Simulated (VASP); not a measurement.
## VASP 6.6.1 run: AlN

INCAR

```
ISMEAR = 0
LREAL = Auto
ISIF = 2
IBRION = -1
LWAVE = .FALSE.
PREC = Accurate
ALGO = Normal
LASPH = .TRUE.
METAGGA = R2SCAN
NBANDS = 11
NELMIN = 8
NSW = 0
NELM = 60
EDIFF = 1E-7
ENCUT = 520
SIGMA = 0.01
LCHARG = .FALSE.
```

KPOINTS

```
KPOINTS created by Atomic Simulation Environment
0
Gamma
10 10 10
0 0 0
```

POSCAR

```
Al N
 1.0000000000000000
     0.0000000000000000    2.1848764208000002    2.1848764208000002
     2.1706747241000000    0.0000000000000000    2.1848764208000002
     2.1706747241000000    2.1848764208000002    0.0000000000000000
 Al  N
   1   1
Cartesian
  0.0000000000000000  0.0000000000000000  0.0000000000000000
  1.0853373620500000  1.0924382104000001  1.0924382104000001
```

The recommended PBE PAW datasets give the neutral cell 8 valence electrons.

Command

```
mpirun -np 1 vasp_std
```

OSZICAR

```
N       E                     dE             d eps       ncg     rms          rms(c)
DAV:   1     0.574832881422E+01    0.57483E+01   -0.40011E+03  2276   0.623E+02
DAV:   2    -0.225948344211E+02   -0.28343E+02   -0.27160E+02  2683   0.144E+02
DAV:   3    -0.235147522253E+02   -0.91992E+00   -0.91878E+00  2762   0.248E+01
DAV:   4    -0.235200130811E+02   -0.52609E-02   -0.52604E-02  2562   0.202E+00
DAV:   5    -0.235200836420E+02   -0.70561E-04   -0.70560E-04  2745   0.226E-01    0.891E+00
DAV:   6    -0.190462437126E+02    0.44738E+01   -0.87127E+00  2624   0.148E+01    0.363E+00
DAV:   7    -0.191584675255E+02   -0.11222E+00   -0.43818E-01  2586   0.455E+00    0.240E+00
DAV:   8    -0.191808372355E+02   -0.22370E-01   -0.46500E-02  2358   0.187E+00    0.686E-01
DAV:   9    -0.191789898462E+02    0.18474E-02   -0.73953E-03  2709   0.528E-01    0.168E-01
DAV:  10    -0.191791599311E+02   -0.17008E-03   -0.52573E-04  2511   0.160E-01    0.275E-02
DAV:  11    -0.191791533584E+02    0.65728E-05   -0.39019E-05  2751   0.383E-02    0.120E-02
DAV:  12    -0.191791521324E+02    0.12259E-05   -0.23173E-06  2481   0.128E-02    0.301E-03
DAV:  13    -0.191791527048E+02   -0.57232E-06   -0.26749E-07  2601   0.348E-03    0.148E-03
DAV:  14    -0.191791526892E+02    0.15530E-07   -0.54605E-09  1431   0.787E-04
   1 F= -.19179153E+02 E0= -.19179153E+02  d E =-.905561E-40
```

Standard output (part)

```
POSCAR found type information on POSCAR AlN
 POSCAR found :  2 types and       2 ions
|     You have a (more or less) 'small supercell' and for smaller cells       |
|     it is recommended to use the reciprocal-space projection scheme!        |
|     The real-space optimization is not efficient for small cells and it     |
|     is also less accurate ...                                               |
|     Therefore, set LREAL=.FALSE. in the INCAR file.                         |
 LDA part: xc-table for (None), standard interpolation
 POSCAR, INCAR and KPOINTS ok, starting setup
 WAVECAR not read
 entering main loop
```

From OUTCAR

```
k-points           NKPTS =    102   k-points in BZ     NKDIM =    102   number of bands    NBANDS=     11

   NELECT =       8.0000    total number of electrons

   dimension x,y,z NGX =    24 NGY =   24 NGZ =   24
   dimension x,y,z NGXF=    48 NGYF=   48 NGZF=   48

  energy-cutoff  :      520.00
  volume of cell :       20.72
      direct lattice vectors                 reciprocal lattice vectors
     0.000000000  2.184876421  2.184876421    -0.230343125  0.228845895  0.228845895
     2.170674724  0.000000000  2.184876421     0.230343125 -0.228845895  0.228845895
     2.170674724  2.184876421  0.000000000     0.230343125  0.228845895 -0.228845895

 k-points in reciprocal lattice and weights: KPOINTS created by Atomic Simulation Env
   0.00000000  0.00000000  0.00000000       0.001
   0.10000000  0.00000000  0.00000000       0.008
   0.20000000  0.00000000  0.00000000       0.008
   0.30000000 -0.00000000 -0.00000000       0.008
   0.40000000 -0.00000000 -0.00000000       0.008
   0.50000000  0.00000000  0.00000000       0.004
   0.10000000  0.10000000  0.00000000       0.004
   0.20000000  0.10000000  0.00000000       0.016
   ...

 E-fermi :   5.8506

 k-point     1 :       0.0000    0.0000    0.0000
  band No.  band energies     occupation
      1     -10.0300      2.00000
      2       5.7335      2.00000
      3       5.7335      2.00000
      4       5.7610      2.00000
      5      10.6848      0.00000
      6      19.3129      0.00000
      7      19.3221      0.00000
      8      19.3221      0.00000
      9      24.2120      0.00000
     10      24.4275      0.00000
     11      25.9625      0.00000

 k-point     2 :       0.1000    0.0000    0.0000
  band No.  band energies     occupation
      1      -9.8824      2.00000
      2       4.9415      2.00000
      3       5.6795      2.00000
      4       5.7020      2.00000
      5      11.3427      0.00000
      6      18.9386      0.00000
      7      19.4568      0.00000
      8      19.4642      0.00000
      9      23.0078      0.00000
     10      23.1685      0.00000
     11      25.2456      0.00000

 k-point     3 :       0.2000    0.0000    0.0000
  band No.  band energies     occupation
      1      -9.4638      2.00000
      2       3.3136      2.00000
      3       5.5443      2.00000
      4       5.5769      2.00000
      5      12.5086      0.00000
      6      18.1444      0.00000
      7      19.3081      0.00000
      8      19.3854      0.00000
      9      22.5707      0.00000
     10      22.6272      0.00000
     11      24.3719      0.00000

 k-point     4 :       0.3000   -0.0000   -0.0000
  band No.  band energies     occupation
      1      -8.8609      2.00000
      2       1.6339      2.00000
      3       5.3888      2.00000
      4       5.4330      2.00000
      5      13.4043      0.00000
      6      17.3767      0.00000
      7      18.5401      0.00000
      8      18.6615      0.00000
      9      23.7714      0.00000
     10      23.7983      0.00000
     11      24.2405      0.00000

 k-point     5 :       0.4000   -0.0000   -0.0000
  band No.  band energies     occupation
      1      -8.2668      2.00000
      2       0.3339      2.00000
      3       5.2711      2.00000
      4       5.3242      2.00000
      5      13.8671      0.00000
      6      16.8202      0.00000
      7      17.8935      0.00000
      8      18.0201      0.00000
      9      24.7520      0.00000
     10      25.7582      0.00000
     11      25.8040      0.00000

 ...

  Total        0.2144637      0.0957122      0.0957122      0.0000000      0.0000000     -0.0000000
  in kB       16.5800547      7.3994469      7.3994469      0.0000000      0.0000000     -0.0000000
  external PRESSURE =      10.4596495 kB  Pullay stress =       0.0000000 kB

 POSITION                                       TOTAL-FORCE (eV/Angst)
 -----------------------------------------------------------------------------------
      0.00000      0.00000      0.00000         0.000000     -0.000000     -0.000000
      1.08534      1.09244      1.09244        -0.000000      0.000000      0.000000
 -----------------------------------------------------------------------------------
    total drift:                               -0.000000     -0.000001     -0.000001

  FREE ENERGIE OF THE ION-ELECTRON SYSTEM (eV)
  ---------------------------------------------------
  free  energy   TOTEN  =       -19.1791526892 eV

  energy  without entropy=      -19.1791526892  energy(sigma->0) =      -19.17915269
```

It converged. Results: gap between bands v and c on the k mesh 3.90 eV; least direct gap on the k mesh 4.92 eV; pressure 1.0 GPa. Band v is the last that the valence electrons fill when counted band by band, and c is the next.

For comparison, a separate r²SCAN run of the intended cell, on usual settings and not on those above, gives a gap of 3.90 eV on its mesh and a pressure of 1.0 GPa.

The run above took about 67 s on one core of a shared host (Intel Xeon Platinum 8488C) and held 0.15 GiB at most.
